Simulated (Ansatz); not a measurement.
**SiO2: the band gap up the ladder of functionals**

One table from this session's results is given with a row withheld; the runs are named, their logs left out.

Program: Ansatz 0.2.0. PAW datasets, plane waves. No spin polarisation and no zero-point or thermal motion.

### The structure to begin with

The cell was relaxed beforehand with r2SCAN.

It is hexagonal, P6_322 (No. 182); conventional cell a = 5.036 Å, c = 8.565 Å, 15.67 Å³ an atom. Near Si stand 4 O at 1.60–1.61 Å; near O stand 2 Si at 1.61 Å; near O stand 2 Si at 1.60 Å.

Structure file:

```cif
data_structure
_symmetry_space_group_name_H-M 'P6_322'
_symmetry_Int_Tables_number 182
_cell_length_a 5.0355
_cell_length_b 5.0355
_cell_length_c 8.5652
_cell_angle_alpha 90.000
_cell_angle_beta 90.000
_cell_angle_gamma 120.000
_cell_volume 188.09
loop_
_atom_site_label
_atom_site_type_symbol
_atom_site_symmetry_multiplicity
_atom_site_Wyckoff_symbol
_atom_site_fract_x
_atom_site_fract_y
_atom_site_fract_z
_atom_site_occupancy
Si1 Si 4 f 0.66667 0.33333 0.93704 1
O1 O 6 g 0.00000 0.41318 0.00000 1
O2 O 2 c 0.66667 0.33333 0.75000 1
```

Set-up of the first run:

Input file input.yaml:

```yaml
crystal:
  lattice:
    - [5.0355490152, 0.0, 0.0]
    - [-2.5177745076, 4.3609133692, 0.0]
    - [0.0, 0.0, 8.5652424208]
  atoms:
    - { symbol: Si, position: [0.6666666667, 0.3333333333, 0.937035387] }
    - { symbol: Si, position: [0.6666666667, 0.3333333333, 0.562964613] }
    - { symbol: Si, position: [0.3333333333, 0.6666666667, 0.062964613] }
    - { symbol: Si, position: [0.3333333333, 0.6666666667, 0.437035387] }
    - { symbol: O, position: [0.0, 0.4131836229, 0.0] }
    - { symbol: O, position: [0.4131836229, 0.4131836229, 0.5] }
    - { symbol: O, position: [0.5868163771, 0.0, 0.5] }
    - { symbol: O, position: [0.5868163771, 0.5868163771, 0.0] }
    - { symbol: O, position: [0.0, 0.5868163771, 0.5] }
    - { symbol: O, position: [0.6666666667, 0.3333333333, 0.75] }
    - { symbol: O, position: [0.3333333333, 0.6666666667, 0.25] }
    - { symbol: O, position: [0.4131836229, 0.0, 0.0] }
kpoints:
  mp_grid: { grid: [6, 6, 4] }
  band_path:
    path:
      - [[0.0, 0.0, 0.0], [0.5, 1.987398312618e-17, -3.003605386086e-35], [0.3333333333333, 0.3333333333333, -3.468264756392e-35], [0.0, 0.0, 0.0], [2.412479004755e-52, -2.385558101377e-52, 0.5], [0.5, 1.987398312618e-17, 0.5], [0.3333333333333, 0.3333333333333, 0.5], [2.412479004755e-52, -2.385558101377e-52, 0.5]]
      - [[0.5, 1.987398312618e-17, 0.5], [0.5, 1.987398312618e-17, -3.003605386086e-35]]
      - [[0.3333333333333, 0.3333333333333, 0.5], [0.3333333333333, 0.3333333333333, -3.468264756392e-35]]
    npoints: 10
hamiltonian:
  xc: pbe
scf:
  occupations: { method: fermi_dirac, width: 0.02 }
  n_extra_bands: 7
output:
  forces: true
  stress: true
  eigenvalues: true
  write_density: true
  write_potential: true
  elf: true
  volumetric_format: npy
```

Steps of the session up to this table: PBE bands along the symmetry lines; r2SCAN; HSE06; PBE0 at the same geometry.

One table of the session follows, with a row left open; its other results are not shown here.

```
 level  gap (eV)
   PBE      5.58
r2SCAN      6.17
 HSE06         ?
  PBE0      8.08
```

**Question.** Estimate the row for HSE06.

As computed: gap (eV): 7.32. In the column «gap (eV)» it lies between r2SCAN (6.17) and PBE0 (8.08).

Meshes: PBE 6×6×4, r2SCAN 6×6×4, HSE06 6×6×2, PBE0 6×6×2

In words: PBE gives the least gap, 5.58 eV, and PBE0 the largest, 8.08 eV. PBE reaches 76 % of the HSE06 value, and r2SCAN 84 %. PBE0 lies 0.77 eV above HSE06, which differs from it by screening the long-range exchange.

Limits of these values: Warnings in the runs' records: stress scf threshold loose, stress exchange threshold loose.
